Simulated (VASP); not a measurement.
# ZnS, self-consistent run: which settings are enough?

ZnS, P1 (no. 1), 2 atoms in the cell. PBE; PAW potentials Zn, S (PBE set). VASP 6.6.1. The atoms are moved at random off their ideal places.

Wanted: energy within 1 meV/atom; forces within 0.005 eV/Å; pressure within 0.1 GPa.

POSCAR:
```
ZnS
1.0
    0.0000000000      2.7020000000      2.7020000000
    2.7020000000      0.0000000000      2.7020000000
    2.7020000000      2.7020000000      0.0000000000
Zn S
1 1
Direct
    0.7495780000      0.7464650000      0.7534100000
    0.0026710000      0.0013520000     -0.0038670000
```

## FFT grids and symmetry tolerance typed by hand

| FFT grids and symmetry tolerance typed by hand | Energy less reference (meV/atom) | Forces, largest deviation (eV/Å) | Pressure (GPa) | SCF iterations | Time (s) |
|---|---|---|---|---|---|
| default | 0.0 | 0.0000 | 1.78 | 14 | 89 |
| NGX, NGY, NGZ = 38, 38, 38 | 0.0 | 0.0003 | 1.79 | 14 | 227 |
| NGX, NGY, NGZ = 24, 24, 24 | 0.0 | 0.0008 | 1.79 | 14 | 33 |
| NGX, NGY, NGZ = 20, 20, 20 | -0.1 | 0.0013 | 1.78 | 14 | 35 |
| NGX, NGY, NGZ = 16, 16, 16 | -0.6 | 0.0032 | 1.84 | 14 | 24 |
| NGXF, NGYF, NGZF = 44, 44, 44 | 0.0 | 0.0008 | 1.79 | 14 | 77 |
| NGXF, NGYF, NGZF = 86, 86, 86 | 0.0 | 0.0001 | 1.79 | 14 | 95 |
| SYMPREC = 0.001 | 0.0 | 0.0000 | 1.78 | 14 | 75 |
| SYMPREC = 1e-08 | 0.0 | 0.0000 | 1.78 | 14 | 84 |
| EWALD_CUTOFF = 2.0 | -1747.8 | 0.2220 | -39.54 | 14 | 79 |
| EWALD_CUTOFF = 8.0 | 0.0 | 0.0000 | 1.79 | 14 | 76 |

Chosen: NGX, NGY, NGZ = 24, 24, 24, the fastest of those that stay within half of the tolerance.

## The input

INCAR:
```
  PREC = Accurate
  ENCUT = 520
  EDIFF = 1E-7
  ISMEAR = 0
  SIGMA = 0.02
  LREAL = F
  LASPH = T
  ALGO = Normal
  NELM = 100
  ISIF = 2
  LWAVE = F
  LCHARG = F
  NGX = 24
  NGY = 24
  NGZ = 24
```

KPOINTS:
```
k-points
0
Gamma
  7 7 7
```

Commands:
```
cat potpaw_PBE.64/Zn/POTCAR potpaw_PBE.64/S/POTCAR > POTCAR
mpirun -np 1 vasp_std > vasp.out
```

The chosen input took VASP 6.6.1 33 s on 1 core (Intel Xeon Platinum 8488C (Sapphire Rapids)), a shared host.

## An input that fails: an FFT grid typed too coarse

It runs to its end, but against the unchanged starting input it is off by 99.7 meV/atom in the energy, 0.0077 eV/Å in the forces, 3.29 GPa in the pressure.

Changes against the starting input:
```
+ NGX = 10
+ NGY = 10
+ NGZ = 10
```
